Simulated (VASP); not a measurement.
# CdSe (Cadmoselite) (P6_3mc) in VASP: further runs

CdSe (Cadmoselite) is run at these levels: LDA, PBEsol, RPBE; tasks: single point, relaxation of cell and atoms.

Everything below comes from runs of VASP 6.6.1. Logs are shortened: lines on timing, memory, paths and dates and some standing lists are left out, and cuts for length are marked.

**The experiment to reproduce.**

A printed reference work, data compilation reports, for a bulk crystal of CdSe at 2 K: band gap 1.841 eV.

The results are compared with them further down.

## (1) The cell of the first run

It takes space group P6_3mc (No. 186, hexagonal). The conventional cell has a = 4.249 Å, b = 4.249 Å, c = 6.938 Å, α = 90.00°, β = 90.00°, γ = 120.00°. Within 3.4 Å of Cd (site symmetry 3m) lie 4 Se at 2.60 to 2.61 Å. Se (site symmetry 3m) has 4 Cd at 2.60 to 2.61 Å within 3.4 Å.

## (2) Single point, LDA

INCAR

```
SYSTEM = CdSe
  PREC = Accurate
  ENCUT = 520
  EDIFF = 1E-6
  ISMEAR = 0
  SIGMA = 0.01
  LREAL = .FALSE.
  LASPH = .TRUE.
  NELM = 100
  ALGO = Normal
  ISIF = 2
  LWAVE = .FALSE.
  LCHARG = .FALSE.
  GGA = CA
  NBANDS = 26
```

KPOINTS

```
regular mesh
0
G
  6 6 4
  0 0 0
```

POSCAR

```
CdSe
1.0
    4.2490183696      0.0000000000      0.0000000000
   -2.1245091848      3.6797578492      0.0000000000
    0.0000000000      0.0000000000      6.9383285327
Cd Se
2 2
Direct
    0.3333333333      0.6666666667      0.0047728097
    0.6666666667      0.3333333333      0.5047728097
    0.3333333333      0.6666666667      0.3802271903
    0.6666666667      0.3333333333      0.8802271903
```

Potentials or basis: VASP PAW LDA potentials, release 64 (Cd, Se).

Launch:

```console
cat potpaw_LDA.64/Cd/POTCAR potpaw_LDA.64/Se/POTCAR > POTCAR
mpirun -np 1 vasp_std > vasp.out
```

OUTCAR:

```text
SYSTEM = CdSe
   PREC = Accurate
   ENCUT = 520
   EDIFF = 1E-6
   ISMEAR = 0
   LREAL = .FALSE.
   LASPH = .TRUE.
   NELM = 100
   ISIF = 2
   GGA = CA

 ion  position               nearest neighbor table
   1  0.333  0.667  0.005-   4 2.60   4 2.60   4 2.60   3 2.61
   2  0.667  0.333  0.505-   3 2.60   3 2.60   3 2.60   4 2.61
   3  0.333  0.667  0.380-   2 2.60   2 2.60   2 2.60   1 2.61
   4  0.667  0.333  0.880-   1 2.60   1 2.60   1 2.60   2 2.61

  LATTYP: Found a hexagonal cell.
 ALAT       =     4.2490183696
 C/A-ratio  =     1.6329250498

  Lattice vectors:

 A1 = (   4.2490183696,   0.0000000000,   0.0000000000)
 A2 = (  -2.1245091848,   3.6797578492,   0.0000000000)
 A3 = (   0.0000000000,   0.0000000000,   6.9383285327)

Analysis of symmetry for initial positions (statically):
=====================================================================
 Subroutine PRICEL returns:
 Original cell was already a primitive cell.

 Routine SETGRP: Setting up the symmetry group for a
 hexagonal supercell.

 Subroutine GETGRP returns: Found 12 space group operations
 (whereof  6 operations were pure point group operations)
 out of a pool of 24 trial point group operations.

The static configuration has the point symmetry C_3v.
 The point group associated with its full space group is C_6v.

Analysis of symmetry for dynamics (positions and initial velocities):
=====================================================================
 Subroutine PRICEL returns:
 Original cell was already a primitive cell.

 Routine SETGRP: Setting up the symmetry group for a
 hexagonal supercell.

 Subroutine GETGRP returns: Found 12 space group operations
 (whereof  6 operations were pure point group operations)
 out of a pool of 24 trial point group operations.

The dynamic configuration has the point symmetry C_3v.
 The point group associated with its full space group is C_6v.

 Subroutine INISYM returns: Found 12 space group operations
 (whereof  6 operations are pure point group operations),
 and found     1 'primitive' translations

----------------------------------------------------------------------------------------

                                     Primitive cell

  volume of cell :     108.4833

  direct lattice vectors                    reciprocal lattice vectors
     4.249018370  0.000000000  0.000000000     0.235348477  0.135878506  0.000000000
    -2.124509185  3.679757849  0.000000000     0.000000000  0.271757013  0.000000000
     0.000000000  0.000000000  6.938328533     0.000000000  0.000000000  0.144126931
[... 85 lines left out ...]
   LREAL  =      F    real-space projection
   EDIFFG = 0.1E-04   stopping-criterion for IOM
   NSW    =      0    number of steps for IOM
   IBRION =     -1    ionic relax: 0-MD 1-quasi-New 2-CG
   NFREE  =      0    steps in history (QN), initial steepest desc. (CG)
   ISIF   =      2    stress and relaxation
   ISYM   =      2    0-nonsym 1-usesym 2-fastsym
   POTIM  = 0.5000    time-step for ionic-motion
   TEBEG  =    0.0;   TEEND  =   0.0 temperature during run
   PSTRESS=    0.0 pullay stress
   NELECT =      36.0000    total number of electrons
   NUPDOWN=      -1.0000    fix difference up-down
   EMIN   =  10.00;   EMAX   =-10.00  energy-range for DOS
   EFERMI =   0.00;   METHOD = LEGACY
   ISMEAR =     0;   SIGMA  =   0.01  broadening in eV -4-tet -1-fermi 0-gaus
   EFERMI_NEDOS =   21; number of points for ismear=-14 and -15
   IALGO  =     38    algorithm
   IMIX   =      4    mixing-type and parameters
     AMIX     =   0.40;   BMIX     =  1.00
     AMIX_MAG =   1.60;   BMIX_MAG =  1.00
  volume/ion in A,a.u.               =      27.12       183.02
  Fermi-wavevector in a.u.,A,eV,Ry     =   1.133413  2.141840 17.478377  1.284624
  Thomas-Fermi vector in A             =   2.270115
   LORBIT       =      0    0 simple, 1 ext, 2 COOP (PROOUT), +10 PAW based schemes
   GGA     = CA    functional components
   LHFCALC =     F    Hartree Fock is set to
   AEXX    =    0.0000 exact exchange contribution
   IVDW    =     0    specifies the selected vdW correction
   LEPSILON=     F    determine dielectric tensor
   LRPA    =     F    only Hartree local field effects (RPA)
 non-spin polarized calculation
 Gauss-broadening in eV      SIGMA  =   0.01
  energy-cutoff  :      520.00
  volume of cell :      108.48
 maximum number of plane-waves:      2952
 NGX is ok and might be reduce to    32
   NGX = 15   NGY = 15   NGZ = 25

 number of electron      36.0000009 magnetization

 Free energy of the ion-electron system (eV)
  ---------------------------------------------------
  ext. energy  EPLUGINS =         0.00000000
  ---------------------------------------------------
  free energy    TOTEN  =       -13.51285540 eV

  energy without entropy =      -13.51285540  energy(sigma->0) =      -13.51285540

 E-fermi :   1.1804     XC(G=0):  -9.4463

 val. band max:        1.1253410029   @ k =   0.0000   0.0000   0.0000
 cond. band min:       1.6198461879   @ k =   0.0000   0.0000   0.0000
 fundamental gap:      0.4945051850
 Fermi energy:         1.1804440517

 k-point     1 :       0.0000    0.0000    0.0000
  band No.  band energies     occupation
      1     -11.7429      2.00000
      2     -11.3241      2.00000
      3      -6.9597      2.00000
      4      -6.9500      2.00000
      5      -6.9500      2.00000
      6      -6.8745      2.00000
[... 598 lines left out ...]
     25       9.8737      0.00000
     26       9.8738      0.00000

------------------------ aborting loop because EDIFF is reached ----------------------------------------

  FORCE on cell =-STRESS in cart. coord.  units (eV):
  Direction    XX          YY          ZZ          XY          YZ          ZX
  --------------------------------------------------------------------------------------
  -------------------------------------------------------------------------------------
  Total        0.3239510      0.3239510      0.3336559      0.0000000     -0.0000000      0.0000000
  in kB        4.7843966      4.7843966      4.9277269      0.0000000     -0.0000000      0.0000000
  external PRESSURE =       4.8321734 kB  Pullay stress =       0.0000000 kB

 VOLUME and BASIS-vectors are now :
 -----------------------------------------------------------------------------
  energy-cutoff  :      520.00
  volume of cell :      108.48
      direct lattice vectors                 reciprocal lattice vectors
     4.249018370  0.000000000  0.000000000     0.235348477  0.135878506  0.000000000
    -2.124509185  3.679757849  0.000000000     0.000000000  0.271757013  0.000000000
     0.000000000  0.000000000  6.938328533     0.000000000  0.000000000  0.144126931

 POSITION                                       TOTAL-FORCE (eV/Angst)
 -----------------------------------------------------------------------------------
     -0.00000      2.45317      0.03312         0.000000     -0.000000      0.000736
      2.12451      1.22659      3.50228         0.000000      0.000000      0.000736
     -0.00000      2.45317      2.63814        -0.000000      0.000000     -0.000736
      2.12451      1.22659      6.10731         0.000000      0.000000     -0.000736
 -----------------------------------------------------------------------------------
    total drift:                               -0.000000      0.000000     -0.000182

  FREE ENERGIE OF THE ION-ELECTRON SYSTEM (eV)
  ---------------------------------------------------
  free  energy   TOTEN  =       -13.5128554048 eV

  energy  without entropy=      -13.5128554048  energy(sigma->0) =      -13.51285540
```

stdout:

```text
POSCAR found type information on POSCAR CdSe
 POSCAR found :  2 types and       4 ions
 scaLAPACK will be used
 LDA part: xc-table for (Slater(with rela. corr.)+CA(PZ))
 , standard interpolation
 POSCAR, INCAR and KPOINTS ok, starting setup
 FFT: planning ... GRIDC
 FFT: planning ... GRID_SOFT
 FFT: planning ... GRID
 WAVECAR not read
 entering main loop
```

Run time: 34 s. Hardware: 1 thread of Intel Xeon Platinum 8559C (Emerald Rapids), shared host; peak memory 0.21 GiB.

Results:

* Free energy: -13.5129 eV
* Pressure: 0.5 GPa
* Band gap on the k mesh: 0.49 eV, direct

## (3) Single point, PBEsol

This run uses another cell than the first one, of 28.13 Å³/atom, 1.037 times its volume.

INCAR

```
SYSTEM = CdSe
PREC = Accurate
ENCUT = 520
EDIFF = 1E-7
ISMEAR = 0
SIGMA = 0.01
LREAL = .FALSE.
LASPH = .TRUE.
NELM = 60
ALGO = Normal
ISIF = 2
LWAVE = .FALSE.
LCHARG = .FALSE.
GGA = PS
NBANDS = 26
```

KPOINTS

```
Automatic mesh
0
G
  6 6 4
  0 0 0
```

POSCAR

```
CdSe
1.0
    4.3019916326      0.0000000000      0.0000000000
   -2.1509958163      3.7256340407      0.0000000000
    0.0000000000      0.0000000000      7.0195922907
Cd Se
2 2
Direct
    0.3333333333      0.6666666667      0.0046493544
    0.6666666667      0.3333333333      0.5046493544
    0.3333333333      0.6666666667      0.3803506456
    0.6666666667      0.3333333333      0.8803506456
```

Potentials or basis: VASP PAW PBE potentials, release 64 (Cd, Se).

Launch:

```console
cat potpaw_PBE.64/Cd/POTCAR potpaw_PBE.64/Se/POTCAR > POTCAR
mpirun -np 1 vasp_std > vasp.out
```

It took 48 s on 1 thread of Intel Xeon Platinum 8559C (Emerald Rapids), shared host; peak memory 0.24 GiB.

The run converged. Its results:

| Property | Result |
| --- | --- |
| Free energy | -12.3466 eV |
| Pressure | 0.4 GPa |
| Band gap on the k mesh | 0.54 eV, direct |

Levels at points of the mesh, in eV from the valence-band top:
| k point | band 14 | band 15 | band 16 | band 17 | band 18 | band 19 | band 20 | band 21 | band 22 | band 23 |
| --- | --- | --- | --- | --- | --- | --- | --- | --- | --- | --- |
| (0.00, 0.00, 0.00) | -0.78 | -0.78 | -0.05 | 0.00 | 0.00 | 0.54 | 2.10 | 5.78 | 5.78 | 6.06 |
| (0.50, 0.00, 0.00) | -3.70 | -2.71 | -1.89 | -1.37 | -0.77 | 3.12 | 3.22 | 4.66 | 6.06 | 6.37 |
| (0.00, 0.00, 0.50) | -2.71 | -0.41 | -0.41 | -0.41 | -0.41 | 2.27 | 2.27 | 5.75 | 5.75 | 6.18 |
| (0.50, 0.00, 0.50) | -4.27 | -1.39 | -1.39 | -1.37 | -1.37 | 2.82 | 2.82 | 4.75 | 4.75 | 7.61 |

Caveat: the PAW data sets were made with another functional, which shifts forces and pressure a little.

## (4) Single point, RPBE

This run uses another cell than the first one, of 31.03 Å³/atom, 1.144 times its volume.

INCAR

```
SYSTEM = CdSe
  PREC = Accurate
  ENCUT = 520
  EDIFF = 1E-6
  ISMEAR = 0
  SIGMA = 0.01
  LREAL = .FALSE.
  LASPH = .TRUE.
  NELM = 100
  ALGO = Normal
  ISIF = 2
  LWAVE = .FALSE.
  LCHARG = .TRUE.
  GGA = RP
  LELF = .TRUE.
  LVHAR = .TRUE.
  NBANDS = 26
```

KPOINTS

```
regular mesh
0
G
  6 6 4
  0 0 0
```

POSCAR

```
CdSe
1.0
    4.4447926993      0.0000000000      0.0000000000
   -2.2223963497      3.8493033922      0.0000000000
    0.0000000000      0.0000000000      7.2541216624
Cd Se
2 2
Direct
    0.3333333333      0.6666666667      0.0044848623
    0.6666666667      0.3333333333      0.5044848623
    0.3333333333      0.6666666667      0.3805151377
    0.6666666667      0.3333333333      0.8805151377
```

Launch:

```console
cat potpaw_PBE.64/Cd/POTCAR potpaw_PBE.64/Se/POTCAR > POTCAR
mpirun -np 1 vasp_std > vasp.out
```

Run time: 55 s. Hardware: 1 thread of Intel Xeon Platinum 8559C (Emerald Rapids), shared host; peak memory 0.26 GiB.

Results (log left out):

```yaml
Free_energy: -9.7525 eV
Pressure: 0.2 GPa
Largest_force: 0.006 eV/Å
Band_gap_on_the_k_mesh: 0.62 eV, direct
```

Forces in eV/Å, atoms in the order of the input:
```
Cd   0.000  0.000  0.006
Cd   0.000  0.000  0.006
Se   0.000  0.000 -0.006
Se   0.000  0.000 -0.006
```

Levels at points of the mesh, in eV from the valence-band top:
| k point | band 15 | band 16 | band 17 | band 18 | band 19 | band 20 | band 21 | band 22 |
| --- | --- | --- | --- | --- | --- | --- | --- | --- |
| (0.00, 0.00, 0.00) | -0.63 | -0.03 | 0.00 | 0.00 | 0.62 | 2.22 | 5.93 | 5.93 |
| (0.50, 0.00, 0.00) | -2.21 | -1.53 | -1.07 | -0.62 | 3.11 | 3.43 | 4.95 | 5.93 |
| (0.00, 0.00, 0.50) | -0.33 | -0.33 | -0.33 | -0.33 | 2.29 | 2.29 | 5.84 | 5.84 |
| (0.50, 0.00, 0.50) | -1.13 | -1.13 | -1.11 | -1.11 | 3.00 | 3.00 | 4.93 | 4.93 |

Caveat: the PAW data sets were made with another functional, which shifts forces and pressure a little.

## (5) Relaxation of cell and atoms, PBEsol

This run uses another cell than the first one, of 28.10 Å³/atom, 1.036 times its volume.

INCAR

```
SYSTEM = CdSe
  PREC = Accurate
  ENCUT = 600
  EDIFF = 1E-6
  ISMEAR = 0
  SIGMA = 0.01
  LREAL = .False.
  LASPH = .True.
  NELM = 80
  ALGO = Normal
  ISIF = 3
  LWAVE = .False.
  LCHARG = .False.
  GGA = PS
  IBRION = 2
  NSW = 80
  EDIFFG = -0.01
```

KPOINTS

```
regular mesh
0
Gamma
  6 6 4
  0 0 0
```

POSCAR

```
CdSe
1.0
    4.3000000000      0.0000000000      0.0000000000
   -2.1500000000      3.7239090000      0.0000000000
    0.0000000000      0.0000000000      7.0200000000
Cd Se
2 2
Direct
    0.3333333333      0.6666666667      0.0000000000
    0.6666666667      0.3333333333      0.5000000000
    0.3333333333      0.6666666667      0.3850000000
    0.6666666667      0.3333333333      0.8850000000
```

Launch:

```console
cat potpaw_PBE.64/Cd/POTCAR potpaw_PBE.64/Se/POTCAR > POTCAR
mpirun -np 1 vasp_std > vasp.out
```

Wall time 4.8 min (1 thread of Intel Xeon Platinum 8559C (Emerald Rapids), shared host); peak memory 0.3 GiB.

It converged, with:

| Quantity | Value |
| --- | --- |
| Free energy | -12.3473 eV |
| Relaxed volume | 28.30 Å³/atom |
| Relaxed cell | a = 4.311 Å, b = 4.311 Å, c = 7.033 Å, α = 90.00°, β = 90.00°, γ = 120.00° |
| Space group after relaxing (to 0.05 Å) | P6_3mc (No. 186) |
| Energy gained by relaxing | 5.0 meV/atom |
| Ionic steps | 10 |
| Pressure after relaxing | 0.0 GPa |
| Band gap on the k mesh | 0.53 eV, direct |

Step by step:
| step | energy change (eV) | largest force (eV/Å) | pressure (GPa) | volume (Å³) |
| --- | --- | --- | --- | --- |
| 1 | 0.0000 | 0.2754 | 0.46 | 112.41 |
| 2 | -0.0162 | 0.0627 | -0.26 | 113.71 |
| 3 | -0.0162 | 0.0677 | -0.23 | 113.68 |
| 4 | -0.0175 | 0.0384 | 0.03 | 113.10 |
| 5 | -0.0177 | 0.0246 | 0.16 | 112.83 |
| 6 | -0.0188 | 0.0202 | 0.13 | 112.91 |
| 7 | -0.0199 | 0.0082 | 0.04 | 113.09 |
| 8 | -0.0199 | 0.0089 | 0.04 | 113.08 |
| 9 | -0.0199 | 0.0055 | -0.05 | 113.27 |
| 10 | -0.0200 | 0.0013 | 0.01 | 113.19 |

Final structure:
```
Cd Se
1.0
     4.31088    0.00000    0.00000
    -2.15544    3.73333    0.00000
     0.00000    0.00000    7.03278
Cd Se
2 2
Direct
  0.33333 0.66667 0.00461
  0.66667 0.33333 0.50461
  0.33333 0.66667 0.38039
  0.66667 0.33333 0.88039
```

Levels at points of the mesh, in eV from the valence-band top:
| k point | band 15 | band 16 | band 17 | band 18 | band 19 | band 20 | band 21 | band 22 |
| --- | --- | --- | --- | --- | --- | --- | --- | --- |
| (0.00, 0.00, 0.00) | -0.77 | -0.05 | 0.00 | 0.00 | 0.53 | 2.09 | 5.78 | 5.78 |
| (0.50, 0.00, 0.00) | -2.68 | -1.87 | -1.35 | -0.76 | 3.11 | 3.22 | 4.66 | 6.04 |
| (0.00, 0.00, 0.50) | -0.40 | -0.40 | -0.40 | -0.40 | 2.26 | 2.26 | 5.74 | 5.74 |
| (0.50, 0.00, 0.50) | -1.37 | -1.37 | -1.36 | -1.36 | 2.82 | 2.82 | 4.75 | 4.75 |

Caveat: the PAW data sets were made with another functional, which shifts forces and pressure a little.

## (6) Relaxation of cell and atoms, LDA

This run uses another cell than the first one, of 28.10 Å³/atom, 1.036 times its volume.

INCAR

```
SYSTEM = CdSe
ALGO = Normal
EDIFF = 1E-6
EDIFFG = -0.01
ENCUT = 600
IBRION = 2
ISIF = 3
ISMEAR = 0
LASPH = .True.
LCHARG = .False.
LREAL = .False.
LWAVE = .False.
NELM = 80
NSW = 80
PREC = Accurate
SIGMA = 0.01
```

KPOINTS

```
k-points
0
Gamma
  6 6 4
  0 0 0
```

POSCAR is that of step 5.

Potentials or basis: VASP PAW LDA potentials, release 64 (Cd, Se).

Launch:

```console
cat potpaw_LDA.64/Cd/POTCAR potpaw_LDA.64/Se/POTCAR > POTCAR
mpirun -np 1 vasp_std > vasp.out
```

It took 4 min on 1 thread of Intel Xeon Platinum 8559C (Emerald Rapids), shared host; peak memory 0.24 GiB.

It converged, with:

```yaml
Free_energy: -13.5146 eV
Relaxed_volume: 27.32 Å³/atom
Relaxed_cell: a = 4.258 Å, b = 4.258 Å, c = 6.958 Å, α = 90.00°, β = 90.00°, γ = 120.00°
Space_group_after_relaxing_to_0.05_Å: P6_3mc (No. 186)
Energy_gained_by_relaxing: 8.4 meV/atom
Ionic_steps: 9
Pressure_after_relaxing: 0.0 GPa
Largest_force_after_relaxing: 0.006 eV/Å
Band_gap_on_the_k_mesh: 0.48 eV, direct
```

Forces on the atoms (eV/Å):
```
Cd   0.000  0.000  0.006
Cd   0.000  0.000  0.006
Se   0.000  0.000 -0.006
Se   0.000  0.000 -0.006
```

The path:
```tsv
step	energy change (eV)	largest force (eV/Å)	pressure (GPa)	volume (Å³)
1	0.0000	0.2665	-1.40	112.41
2	-0.0285	0.0850	0.46	108.44
3	-0.0288	0.1070	0.26	108.81
4	-0.0307	0.0368	-0.02	109.28
5	-0.0308	0.0275	-0.03	109.34
6	-0.0319	0.0266	-0.05	109.42
7	-0.0333	0.0222	-0.17	109.63
8	-0.0333	0.0101	0.18	108.95
9	-0.0335	0.0057	0.01	109.27
```

Final structure:
```
Cd Se
1.0
     4.25827    0.00000    0.00000
    -2.12913    3.68777    0.00000
     0.00000    0.00000    6.95849
Cd Se
2 2
Direct
  0.33333 0.66667 0.00477
  0.66667 0.33333 0.50477
  0.33333 0.66667 0.38023
  0.66667 0.33333 0.88023
```

Levels at points of the mesh, in eV from the valence-band top:
```csv
k point,band 16,band 17,band 18,band 19,band 20,band 21
"(0.00, 0.00, 0.00)",-0.06,0.00,0.00,0.48,2.04,5.72
"(0.50, 0.00, 0.00)",-1.99,-1.46,-0.82,3.09,3.15,4.58
"(0.00, 0.00, 0.50)",-0.43,-0.43,-0.43,2.23,2.23,5.72
"(0.50, 0.00, 0.50)",-1.47,-1.45,-1.45,2.74,2.74,4.71
```

## (7) The runs side by side

| task | level | potentials or basis | cell | cutoff (eV) | gap on the mesh (eV) | pressure (GPa) | relaxed volume (Å³/atom) | largest force (eV/Å) |
| --- | --- | --- | --- | --- | --- | --- | --- | --- |
| single point | LDA | VASP PAW LDA potentials, release 64 (Cd, Se) | a = 4.249, b = 4.249, c = 6.938 Å, angles 90.0, 90.0, 120.0°, 4 atoms | 520 | 0.49 | 0.5 | - | - |
| single point | PBEsol | VASP PAW PBE potentials, release 64 (Cd, Se) | a = 4.302, b = 4.302, c = 7.020 Å, angles 90.0, 90.0, 120.0°, 4 atoms | 520 | 0.54 | 0.4 | - | - |
| single point | RPBE | VASP PAW PBE potentials, release 64 (Cd, Se) | a = 4.445, b = 4.445, c = 7.254 Å, angles 90.0, 90.0, 120.0°, 4 atoms | 520 | 0.62 | 0.2 | - | 0.01 |
| relaxation of cell and atoms | PBEsol | VASP PAW PBE potentials, release 64 (Cd, Se) | relaxed from a = 4.300, b = 4.300, c = 7.020 Å, angles 90.0, 90.0, 120.0°, 4 atoms | 600 | 0.53 | 0.0 | 28.30 | - |
| relaxation of cell and atoms | LDA | VASP PAW LDA potentials, release 64 (Cd, Se) | relaxed from a = 4.300, b = 4.300, c = 7.020 Å, angles 90.0, 90.0, 120.0°, 4 atoms | 600 | 0.48 | 0.0 | 27.32 | 0.01 |

Alike in all rows: no spin polarisation; k mesh 6 × 6 × 4; smearing gaussian 0.01 eV.

Caveats: the PAW data sets were made with another functional, which shifts forces and pressure a little (some runs).

Absolute energies hang on the potentials; compare differences alone.

## (8) Against experiment

Step 2. A measured gap of CdSe is 1.841 eV (2 K; a printed reference work, data compilation); the calculated 0.49 eV misses it by -1.35 eV. So large a miss can be the level of theory's own, or it may mean another phase, state or a wrong row. Spin-orbit coupling on Cd, Se is left out. The value is that of LDA, without temperature or zero-point motion. Semilocal functionals fall short of measured gaps as a rule.

Step 3. Measured gap of CdSe: 1.841 eV (2 K; a printed reference work, data compilation). This calculation gives 0.54 eV (-1.30 eV). So large a miss can be the level of theory's own, or it may mean another phase, state or a wrong row. Spin-orbit coupling on Cd, Se is left out. The value is that of PBEsol, without temperature or zero-point motion. Semilocal functionals fall short of measured gaps as a rule.

Step 4. Against the measured gap of CdSe, 1.841 eV (2 K; a printed reference work, data compilation), the calculated 0.62 eV is off by -1.22 eV. So large a miss can be the level of theory's own, or it may mean another phase, state or a wrong row. Spin-orbit coupling on Cd, Se is left out. The value is that of RPBE, without temperature or zero-point motion. Semilocal functionals fall short of measured gaps as a rule.
